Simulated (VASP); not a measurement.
Crystal: Mg.

```xyz
2
Lattice="3.2093 0.0000 0.0000 -1.6046 2.7793 0.0000 0.0000 0.0000 5.2103" Properties=species:S:1:pos:R:3 pbc="T T T"
Mg    1.6047    0.9264    3.9077
Mg    0.0000    1.8529    1.3026
```

```yaml
Program: VASP 6.6.1
Task: relaxation of cell and atoms
Functional: RPBE
Dispersion: D3(BJ)
Potentials_or_basis: VASP PAW PBE potentials, release 64 (Mg)
Cutoff: 600 eV
k_mesh: 10 × 10 × 5
Occupations: fermi-dirac, width 0.05 eV
Spin: no spin polarisation
```

At the start: pressure -13.1 GPa; volume 23.24 Å³/atom.

Task: How do energy, volume and symmetry change on relaxing?

Result: Over 7 steps the energy falls by 352.8 meV/atom and the volume is 16.78 Å³/atom (-27.8 %); space group P6_3/mmc (No. 194, to 0.05 Å).

Step by step:
| step | energy change (eV) | largest force (eV/Å) | pressure (GPa) | volume (Å³) |
| --- | --- | --- | --- | --- |
| 1 | 0.0000 | 0.0000 | -13.11 | 46.47 |
| 2 | -0.6944 | 0.0000 | -2.73 | 34.83 |
| 3 | -0.7053 | 0.0000 | -0.27 | 33.68 |
| 4 | -0.7053 | 0.0000 | 0.27 | 33.45 |
| 5 | -0.7056 | 0.0000 | -0.07 | 33.59 |
| 6 | -0.7056 | 0.0000 | -0.06 | 33.59 |
| 7 | -0.7056 | 0.0000 | 0.00 | 33.56 |

Final structure:
```xyz
2
Lattice="2.8745 0.0000 0.0000 -1.4373 2.4894 0.0000 0.0000 0.0000 4.6896" Properties=species:S:1:pos:R:3 pbc="T T T"
Mg    1.4373    0.8298    3.5172
Mg    0.0000    1.6596    1.1724
```

Caveat: the volume moved by over 15 % at a fixed basis, so the end points are rough; the PAW data sets were made with another functional, which shifts forces and pressure a little; the volume moved by -28 % from the deposited cell, more than functionals usually miss; pairwise dispersion overbinds metals, which lowers pressure and volume.
